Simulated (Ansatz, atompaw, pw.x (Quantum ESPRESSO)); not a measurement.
# What a changed setting does to a pw.x run (fcc Hf)

Potential: PAW, atompaw 4.2.0.5, PBE; core [Kr] 4d10 4f14, reference 5s2 5p6 5d2 6s2 6p0; waves: 5s (bound): rc 1.35 bohr; 6s (bound): rc 2.65 bohr; 5p (bound): rc 2.20 bohr; 6p (bound, empty): rc 2.65 bohr; 5d (bound): rc 2.65 bohr; 5d channel at -0.15 Ry: rc 2.65 bohr; local part: bessel scheme, radius 1.85 bohr; core correction: smooth core density matched at 1.80 bohr; augmentation: sinc compensation charge, radius 2.35 bohr; PAW radius 2.65 bohr; waves and projectors: custom polynom vanderbiltortho.

The reference run (k-mesh 13³, cutoffs 70/700 Ry, Fermi–Dirac 0.01 Ry, mixing_beta 0.4, conv_thr 1e-9, no spin) gives -0.68 GPa at 22.681 Å³/atom, where all-electron LAPW gives -0.23 GPa. This run, with its own iteration cap, changes startingwfc to random.

```
&control
  calculation='scf', prefix='x', pseudo_dir='./', outdir='./tmp', tstress=.true., disk_io='none'
/
&system
  ibrav=0, nat=1, ntyp=1, ecutwfc=70, ecutrho=700, nbnd=14,
  occupations='smearing', smearing='fd', degauss=0.01
/
&electrons
  conv_thr=1e-09, mixing_beta=0.4, electron_maxstep=50, startingwfc='random'
/
ATOMIC_SPECIES
Hf 1.0 Hf.UPF
CELL_PARAMETERS angstrom
  0.00000000 2.24669474 2.24669474
  2.24669474 0.00000000 2.24669474
  2.24669474 2.24669474 0.00000000
ATOMIC_POSITIONS crystal
Hf 0.0000 0.0000 0.0000
K_POINTS automatic
13 13 13 0 0 0
```

```bash
pw.x < Hf.scf.in > Hf.scf.out
```

How does the run end?

It converges in 8 iterations; the free energy moves by +0.0 meV/atom and the pressure by +0.01 GPa. The result is that of the reference run.

```
Message from routine setup:
     using ibrav=0 with symmetry is DISCOURAGED, use correct ibrav instead
     lattice parameter (alat)  =       6.0042  a.u.
     unit-cell volume          =     153.0590 (a.u.)^3
     number of electrons       =        12.00
     number of Kohn-Sham states=           14
     kinetic-energy cutoff     =      70.0000  Ry
     charge density cutoff     =     700.0000  Ry
     scf convergence threshold =      1.0E-09
     Exchange-correlation= SLA PW PBX PBC
     number of k points=    84  Fermi-Dirac smearing, width (Ry)=  0.0100
     iteration #  1     ecut=    70.00 Ry     beta= 0.40
     total energy              =    -696.21815551 Ry
     estimated scf accuracy    <       0.01781563 Ry
     iteration #  2     ecut=    70.00 Ry     beta= 0.40
     total energy              =    -696.21788884 Ry
     estimated scf accuracy    <       0.00365997 Ry
     iteration #  3     ecut=    70.00 Ry     beta= 0.40
     total energy              =    -696.21829490 Ry
     estimated scf accuracy    <       0.00014625 Ry
     iteration #  4     ecut=    70.00 Ry     beta= 0.40
     total energy              =    -696.21831178 Ry
     estimated scf accuracy    <       0.00000269 Ry
     iteration #  5     ecut=    70.00 Ry     beta= 0.40
     total energy              =    -696.21831220 Ry
     estimated scf accuracy    <       0.00000086 Ry
     iteration #  6     ecut=    70.00 Ry     beta= 0.40
     total energy              =    -696.21831234 Ry
     estimated scf accuracy    <       0.00000002 Ry
     iteration #  7     ecut=    70.00 Ry     beta= 0.40
     total energy              =    -696.21831234 Ry
     estimated scf accuracy    <          8.3E-09 Ry
     iteration #  8     ecut=    70.00 Ry     beta= 0.40
     the Fermi energy is    14.1578 ev
!    total energy              =    -696.21831234 Ry
     estimated scf accuracy    <          1.4E-11 Ry
     smearing contrib. (-TS)   =      -0.00662634 Ry
     The total energy is F=E-TS. E is the sum of the following terms:
     one-electron contribution =     -16.90824748 Ry
     hartree contribution      =      14.75300143 Ry
     xc contribution           =     -14.66855831 Ry
     ewald contribution        =     -77.75276395 Ry
     one-center paw contrib.   =    -601.63511769 Ry
     convergence has been achieved in   8 iterations
          total   stress  (Ry/bohr**3)                   (kbar)     P=       -6.77
     Message from routine punch:
     Nothing written, as per user request (disk_io='none')
```

The run took about 24 s on one core of a shared host (AMD EPYC 7R43 64-Core Processor, 256 threads, 1004 GiB, load 45).
